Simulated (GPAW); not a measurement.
Set up this calculation in GPAW 26.7.0, as an ASE script.

| Property | Result |
| --- | --- |
| Task | single point |
| Functional | PBE |
| Potentials or basis | GPAW PAW data sets (gpaw-data 1.2.1) |
| Cutoff | 600 eV |
| Basis | pw |
| k mesh | 8 × 8 × 8 |
| Occupations | gaussian, width 0.029 eV |
| Spin | no spin polarisation |
| Maxiter | 150 |

The structure of GaSb lies in GaSb.xyz:

```xyz
2
Lattice="0.0000000000 3.0590000000 3.0590000000 3.0590000000 0.0000000000 3.0590000000 3.0590000000 3.0590000000 0.0000000000" Properties=species:S:1:pos:R:3 pbc="T T T"
Sb     4.5885000000      4.5885000000      4.5885000000
Ga     0.0000000000      0.0000000000      0.0000000000
```

These files were run (other wordings do the same):

run.py

```python
from ase.dft.bandgap import bandgap
from ase.io import read, write
from ase.units import GPa
from gpaw import GPAW, PW

atoms = read('GaSb.xyz')

calc = GPAW(mode=PW(600),
            xc='PBE',
            kpts={'size': (8, 8, 8), 'gamma': True},
            occupations={'name': 'methfessel-paxton', 'order': 0, 'width': 0.028999999999999998},
            nbands=18,
            convergence={'density': 1e-05, 'energy': 1e-05},
            maxiter=150,
            txt='gpaw.txt')
atoms.calc = calc
energy = atoms.get_potential_energy()
forces = atoms.get_forces()
stress = atoms.get_stress()
calc.write('gs.gpw')
write('result.traj', atoms)
print(f'Energy: {energy:.6f} eV')
print('Forces (eV/A):')
print(forces.round(4))
print('Stress (GPa):', (stress / GPa).round(3))
print('Fermi level:', round(calc.get_fermi_level(), 4), 'eV')
print(f'Gap: {bandgap(calc)[0]:.4f} eV, direct: {bandgap(calc, direct=True)[0]:.4f} eV')
```

Potentials or basis: GPAW PAW data sets (gpaw-data 1.2.1), pw.

Command:

```console
$ OMP_NUM_THREADS=1 python run.py
```

Results of the run:

| Quantity | Value |
| --- | --- |
| Pressure | 2.3 GPa |
| Band gap on the k mesh | 0.09 eV, direct |

Caveat: spin-orbit coupling is left out, which moves the levels of the heavy elements.

Run time: 16 s on 1 thread of Arm Neoverse V1, on a shared host, peak memory 0.17 GiB.
